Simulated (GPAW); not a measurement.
# PtS2 (P-3m1) in GPAW: equation of state with r2SCAN

Aim: the equation of state of PtS2 with r2SCAN.

Everything below comes from runs of GPAW 26.7.0. Logs are shortened: lines on timing, memory, paths and dates and some standing lists are left out, and cuts for length are marked. The log counts tension as positive stress, the text compression.

## (1) The crystal as given

It takes space group P-3m1 (No. 164, trigonal). The conventional cell has a = 3.543 Å, b = 3.543 Å, c = 5.039 Å, α = 90.00°, β = 90.00°, γ = 120.00°. Pt (site symmetry -3m) is surrounded by 6 S at 2.34 Å. Around S (site symmetry 3m) lie 3 Pt at 2.34 Å.

## (2) Equation of state, r2SCAN

Input file run.py:

```python
from ase import Atoms
from ase.eos import EquationOfState
from ase.io import Trajectory
from ase.units import GPa
from ase.parallel import parprint
from gpaw import GPAW, PW

atoms = Atoms(['Pt', 'S', 'S'],
              cell=[[3.5432, 0.0, 0.0],
                    [-1.7716, 3.0685012107, 0.0],
                    [0.0, 0.0, 5.0388]],
              scaled_positions=[[0.0, 0.0, 0.0],
                                [0.6666666667, 0.3333333333, 0.773],
                                [0.3333333333, 0.6666666667, 0.227]],
              pbc=True)

traj = Trajectory('eos.traj', 'w')
volumes, energies = [], []
for x in [0.94, 0.96, 0.98, 1.0, 1.02, 1.04, 1.06]:
    a = atoms.copy()
    a.set_cell(atoms.cell * x**(1 / 3), scale_atoms=True)
    calc = GPAW(mode=PW(600),
                xc='MGGA_X_R2SCAN+MGGA_C_R2SCAN',
                kpts={'size': (7, 7, 4), 'gamma': True},
                occupations={'name': 'fermi-dirac', 'width': 0.05},
                nbands=26,
                convergence={'density': 1e-05, 'energy': 1e-05},
                maxiter=150,
                txt=f'eos-{x:.2f}.txt')
    a.calc = calc
    energies.append(a.get_potential_energy(force_consistent=True))
    volumes.append(a.get_volume())
    p = -a.get_stress()[:3].mean() / GPa
    calc.write(f'eos-{x:.2f}.gpw')
    traj.write(a)
    parprint(f'{x:.2f} {volumes[-1]:10.4f} A^3 {energies[-1]:14.6f} eV {p:9.3f} GPa', flush=True)

v0, e0, B = EquationOfState(volumes, energies, eos='birchmurnaghan').fit()
parprint(f'V0 = {v0:.4f} A^3, E0 = {e0:.6f} eV, B0 = {B / GPa:.2f} GPa')
```

Potentials or basis: GPAW PAW data sets (gpaw-data 1.2.1), pw.

Started as:

```
OMP_NUM_THREADS=1 mpirun -n 4 gpaw python run.py
```

What it wrote:

```text
__  _  _
 | _ |_)|_||  |
 |__||  | ||/\| - 26.7.0

Input parameters:
  mode=PW(ecut=600.0),
  convergence={'density': 1e-05, 'energy': 1e-05},
  kpts=MonkhorstPack(size=(7, 7, 4), gamma=True),
  maxiter=150,
  nbands=26,
  occupations=Occupations(name='fermi-dirac', width=0.05),
  xc=XC(name='MGGA_X_R2SCAN+MGGA_C_R2SCAN')

Diagonalizing LCAO Hamiltonian
Converting LCAO to pw mode

            S

         S

       Pt

Atoms  # Å, Bohr magnetons
|   | symbol |         x |        y |        z |    initial magnetic moments |
|---|--------|-----------|----------|----------|-----------------------------|
| 0 |     Pt |  0.000000 | 0.000000 | 0.000000 | ( 0.0000,  0.0000,  0.0000) |
| 1 |      S |  1.735435 | 1.001954 | 3.815480 | ( 0.0000,  0.0000,  0.0000) |
| 2 |      S | -0.000000 | 2.003907 | 1.120458 | ( 0.0000,  0.0000,  0.0000) |

Unit cell  # Å
| periodic |         x |        y |        z |  lengths |     angles |
|----------|-----------|----------|----------|----------|------------|
|      yes |  3.470870 | 0.000000 | 0.000000 | 3.470870 |  90.000000 |
|      yes | -1.735435 | 3.005861 | 0.000000 | 3.470870 |  90.000000 |
|      yes |  0.000000 | 0.000000 | 4.935938 | 4.935938 | 120.000000 |

Number of symmetries: 12
Symmetry operations  # r_c * U_cc + t_c -> r_c
|    | kind |            matrix            |
|----|------|------------------------------|
|  0 |  σ   |  1, 1, 0,  0,-1, 0,  0, 0, 1 |
|  1 |  S6  |  1, 1, 0, -1, 0, 0,  0, 0,-1 |
|  2 |  E   |  1, 0, 0,  0, 1, 0,  0, 0, 1 |
|  3 |  C2  |  1, 0, 0, -1,-1, 0,  0, 0,-1 |
|  4 |  C2  |  0, 1, 0,  1, 0, 0,  0, 0,-1 |
|  5 |  C3  |  0, 1, 0, -1,-1, 0,  0, 0, 1 |
|  6 |  S6  |  0,-1, 0,  1, 1, 0,  0, 0,-1 |
|  7 |  σ   |  0,-1, 0, -1, 0, 0,  0, 0, 1 |
|  8 |  σ   | -1, 0, 0,  1, 1, 0,  0, 0, 1 |
|  9 |  i   | -1, 0, 0,  0,-1, 0,  0, 0,-1 |
| 10 |  C3  | -1,-1, 0,  1, 0, 0,  0, 0, 1 |
| 11 |  C2  | -1,-1, 0,  0, 1, 0,  0, 0,-1 |

BZ-sampling:
  Number of BZ points: 196
  Number of IBZ points: 28

  Monkhorst-Pack size: [7, 7, 4]
  Monkhorst-Pack shift: [0.0, 0.0, 0.125]

K-points  # in reciprocal-cell coordinates
|     |                                coordinates |     weight |
|-----|--------------------------------------------|------------|
|   0 | (  0.00000000,   0.00000000,   0.00000000) | 0.00510204 |
|   1 | (  0.00000000,   0.00000000,   0.25000000) | 0.01020408 |
|   2 | (  0.00000000,   0.00000000,   0.50000000) | 0.00510204 |
|   3 | (  0.14285714,   0.00000000,  -0.25000000) | 0.03061224 |
|   4 | (  0.14285714,   0.00000000,   0.00000000) | 0.03061224 |
|   5 | (  0.14285714,   0.00000000,   0.25000000) | 0.03061224 |
|   6 | (  0.14285714,   0.00000000,   0.50000000) | 0.03061224 |
|   7 | (  0.28571429,  -0.14285714,   0.00000000) | 0.03061224 |
|   8 | (  0.28571429,  -0.14285714,   0.25000000) | 0.06122449 |
|   9 | (  0.28571429,  -0.14285714,   0.50000000) | 0.03061224 |
| ... |                                            |            |
|  27 | (  0.42857143,   0.42857143,   0.50000000) | 0.03061224 |

Plane wave coefficients: 1733
Cutoff: 600.0 eV

Spin-components: 1 (collinear spins)
Bands:           26
Projectors:      16
Spin-degeneracy: 2
Datatype:        complex128

Parallelization:
  kpt:    4
  domain: 1
  band:   1

Density:
  Valence electrons: 28.0
  Components: 1
  Grid points: [20 20 28]
  Charge: 0.0  # |e|

Potential:
  Grid points: [20 20 28]

species:
  Pt:
    name:    Platinum
    Z:       78.0
    valence: 16
    core:    62
    charge:  0.0  # [|e|]
    compensation charges:
      type: gauss
      rc: 0.41  # [Å]
      lmax: 2
    cutoffs:
      filter: 2.26  # [Å]
      core: 2.26  # [Å]
    projectors
    | kind |    occ | energy [eV] | rcut [Å] |
    |------|--------|-------------|----------|
    |   6s |  1.000 |      -5.628 |    1.307 |
    |   5p |  6.000 |     -56.051 |    1.371 |
    |   6p |  0.000 |      -0.845 |    1.371 |
    |   5d |  9.000 |      -6.153 |    1.307 |
    |    s |        |      21.583 |    1.307 |
    |    d |        |      21.058 |    1.307 |

    Using partial waves for Pt as LCAO basis

  S:
    name:    Sulfur
    Z:       16.0
    valence: 6
    core:    10
    charge:  0.0  # [|e|]
    compensation charges:
      type: gauss
      rc: 0.24  # [Å]
      lmax: 2
    cutoffs:
      filter: 1.77  # [Å]
      core: 1.66  # [Å]
    projectors
    | kind |    occ | energy [eV] | rcut [Å] |
    |------|--------|-------------|----------|
    |   3s |  2.000 |     -17.254 |    0.974 |
    |   3p |  4.000 |      -7.008 |    0.979 |
    |    s |        |       9.957 |    0.974 |
    |    p |        |      20.203 |    0.979 |
    |    d |        |       0.000 |    0.900 |

    Using partial waves for S as LCAO basis

Reference energy: -522090.602563  # eV

eigensolver:
  PPCG
  Converge bands: occupied
  niter=2

density mixing:
  MSR1-Mixer
  Pratt-step length: 0.05
  Maximum mixing coefficient: 0.75
  Old densities: 10
  SVD Regularization: 0.005
  Good broyden scale: 1.0
  Trust region scale: 1.0
  Backstep threshold: 4.0
  History deletion threshold: 6.0
  Fourier metric: weight=20.0, sigma=0.015

occupation numbers:
  Fermi-Dirac:
    width: 0.0500  # eV

poisson solver:
  ecut: 4800.0  # eV

xc functional:
  name: MGGA_X_R2SCAN+MGGA_C_R2SCAN with 2 nearest neighbor stencil

convergence criteria:
- Maximum integral of absolute [dens]ity change: 1e-05 electrons / valence electron
- Maximum [total energy] change in last 3 cyles: 1e-05 eV / valence electron
- Maximum integral of absolute [eigenst]ate change: 4e-08 eV^2 / valence electron
maximum number of iterations: 150

SCF iterations
|iter     | |      energy | eigst |  dens |
|---------|-|-------------|-------|-------|
|iter:   1| |  -46.337164 | +0.43 |       |
|iter:   2| |  -39.274555 | -1.26 | -1.08 |
|iter:   3| |  -38.582393 | -1.78 | -1.15 |
|iter:   4| |  -38.547785 | -2.72 | -1.47 |
|iter:   5| |  -38.542641 | -2.99 | -1.75 |
|iter:   6| |  -38.542823 | -4.46 | -2.63 |
|iter:   7| |  -38.542874c| -5.21 | -3.04 |
|iter:   8| |  -38.542878c| -6.60 | -3.81 |
|iter:   9| |  -38.542878c| -7.82c| -4.40 |
|iter:  10| |  -38.542878c| -8.26c| -5.14c|

Converged in 10 steps
Energy contributions relative to reference atoms: (reference = -522090.602563)

Energy contributions:
  Kinetic:          26.838188
  Coulomb:         -24.315437
  Zero:             -0.598716
  External:          0.000000
  Xc:              -40.466912
  Entropy:          -0.000003
  Spinorbit:         0.000000
  ----------------------------
  Free energy:     -38.542879
  Extrapolated:    -38.542878

dipole moment: (-6.016590, -10.421040, -17.112438)  # |e|*Ang

Fermi level: 8.629
Eigenvalues  # (at kpt = [0.000, 0.000, 0.000])
| band index |      eig [eV] | occ [0-2] |
|------------|---------------|-----------|
|          0 |       -47.624 |     2.000 |
|        ... |               |           |
|          6 |         0.230 |     2.000 |
|          7 |         0.384 |     2.000 |
|          8 |         3.521 |     2.000 |
|          9 |         3.528 |     2.000 |
|         10 |         6.095 |     2.000 |
|         11 |         6.872 |     2.000 |
[... 8 lines left out ...]
|         20 |        21.079 |     0.000 |
|         21 |        21.494 |     0.000 |
|        ... |               |           |
|         25 |        22.918 |     0.000 |

Gap: 1.043 eV
Transition (v -> c):
  (s=0, k=3, n=13, [0.14, 0.00, -0.25]) -> (s=0, k=10, n=14, [0.29, 0.00, -0.25])
Direct/indirect transitions are different
Direct gap: 1.256 eV
Transition at: (s=0, k=10, n=13, [0.29, 0.00, -0.25])

Stress tensor  # eV/Ang^3
|         x |         y |         z |
|-----------|-----------|-----------|
| -0.146575 |  0.000000 |  0.000000 |
|  0.000000 | -0.146575 |  0.000000 |
|  0.000000 |  0.000000 | -0.114570 |

# Writing to eos-0.94.gpw (mode='')
```

It took 1.9 min on 4 MPI ranks of Arm Neoverse V2, shared host; peak memory 0.83 GiB.

What came out:

| Quantity | Value |
| --- | --- |
| Equilibrium volume | 19.39 Å³/atom (rough: see the caveat) |
| Bulk modulus at fixed shape and positions | 134 GPa (rough) |

Energy against volume, from the lowest point:
```csv
volume (Å³/atom),energy (meV/atom)
17.165,135.26
17.531,90.78
17.896,56.39
18.261,30.98
18.626,13.68
18.992,3.60
19.357,0.00
```

Caveat: the minimum lies outside the volumes run; the cell was scaled at fixed shape and fractional positions, which overstates the stiffness of a crystal with free parameters, most of all of layers and chains; the PAW data sets were made with another functional, which shifts forces and pressure a little. Spin-orbit coupling is left out, which matters for the levels of Pt.
